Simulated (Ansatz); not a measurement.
**C₂H₃O₂− (SMILES CC(=O)[O-]): a relaxed scan of the bond length C1–H6**

One table from this session's results is given with a row withheld; the runs are named, their logs left out.

Program: Ansatz 0.2.0, Gaussian basis. Level of theory: single points in def2-TZVPPD. These are calculated values, not measurements.

Levels: PBE-D4, r2SCAN-D4, PBE0-D4, B3LYP-D4, wB97M-V, Hartree-Fock, MP2, CCSD, CCSD(T). The scan takes 0.962, 1.000, 1.056, 1.121, 1.193, 1.271, 1.353, 1.440, 1.531 Å.

Cores are frozen in the correlated methods. B3LYP uses VWN-RPA correlation.

18 further runs of the same task are left out: 18 set aside as unsound or not needed.

### Starting geometry

The minimum, relaxed at PBE0-D4: SMILES `CC(=O)[O-]`, 7 atoms, charge -1, spin multiplicity 1.

Atoms are counted from 1 here; the program's logs count them from 0.

Bond lengths: C1–C2 1.551 Å, C1–H5 1.093 Å, C1–H6 1.093 Å, C1–H7 1.096 Å, C2–O3 1.249 Å, C2–O4 1.249 Å. Angles: C2–C1–H5 111.3°, C2–C1–H6 110.9°, C2–C1–H7 108.4°, H5–C1–H6 110.5°, H5–C1–H7 108.0°, H6–C1–H7 107.6°, C1–C2–O3 115.4°, C1–C2–O4 115.7°, O3–C2–O4 128.8°.

As a file:

```csv
atom,x (Å),y (Å),z (Å)
C1,-0.33092,0.54371,-0.16252
C2,0.47778,-0.72674,0.20702
O3,0.85451,-0.79546,1.39638
O4,0.64212,-1.55278,-0.71575
H5,-0.27631,0.75140,-1.23425
H6,0.01485,1.40729,0.41210
H7,-1.38201,0.37257,0.09703
```

Energies of the minimum (eV), from earlier single points: PBE-D4 -6214.39037, r2SCAN-D4 -6217.92914, PBE0-D4 -6214.29277, B3LYP-D4 -6221.50469, wB97M-V -6219.07341, CCSD(T) -6209.57115.

At the minimum the bond length C1–H6 is 1.093 Å.

The first run:

The input, relax/in.yaml:

```yaml
crystal:
  periodic: [false, false, false]
  atoms:
    - {symbol: C, position_ang: [-0.330922, 0.543707, -0.162517]}
    - {symbol: C, position_ang: [0.477776, -0.726735, 0.207016]}
    - {symbol: O, position_ang: [0.854513, -0.795457, 1.396377]}
    - {symbol: O, position_ang: [0.642119, -1.552776, -0.715750]}
    - {symbol: H, position_ang: [-0.276312, 0.751403, -1.234251]}
    - {symbol: H, position_ang: [-0.026705, 1.303510, 0.343047]}
    - {symbol: H, position_ang: [-1.382011, 0.372570, 0.097026]}
basis:
  gaussian: {orbitals: def2-TZVPD}
total_charge: -1
hamiltonian: {xc: pbe0, dispersion: d4}
relax: {f_tol: 0.005, max_steps: 200, constraints: [{distance: [0, 5]}]}
```

No record of the launch command was kept for these runs.

Steps of the session up to this table: C1–H6 = 0.962 Å; C1–H6 = 1.000 Å; C1–H6 = 1.056 Å; C1–H6 = 1.121 Å; C1–H6 = 1.193 Å; C1–H6 = 1.271 Å; C1–H6 = 1.353 Å; C1–H6 = 1.440 Å; C1–H6 = 1.531 Å.

One of the session's tables, all rows but one given; the rest of the session is left out.

Energies less that of the minimum at the same level (kcal/mol):

| bond length (Å) | PBE-D4 | PBE0-D4 | B3LYP-D4 | wB97M-V | Hartree-Fock |
| --- | --- | --- | --- | --- | --- |
| 0.962 | 8.9 | 8.2 | 8.0 | 7.9 | 7.5 |
| 1.000 | 4.3 | 3.8 | 3.7 | 3.6 | 3.2 |
| 1.056 | ? | ? | ? | ? | ? |
| 1.093 (minimum) | 0.0 | 0.0 | 0.0 | 0.0 | 0.0 |
| 1.121 | 0.1 | 0.2 | 0.2 | 0.3 | 0.4 |
| 1.193 | 2.3 | 2.9 | 2.9 | 3.0 | 3.6 |
| 1.271 | 7.1 | 8.2 | 8.0 | 8.4 | 9.4 |
| 1.353 | 13.6 | 15.2 | 14.8 | 15.5 | 17.2 |
| 1.440 | 21.1 | 23.4 | 22.6 | 24.0 | 26.3 |
| 1.531 | 29.3 | 32.4 | 31.1 | 33.2 | 36.2 |

Q: Estimate the row for bond length (Å) = 1.056 from the others.

As computed: PBE-D4: 0.7; PBE0-D4: 0.5; B3LYP-D4: 0.5; wB97M-V: 0.5; Hartree-Fock: 0.3.
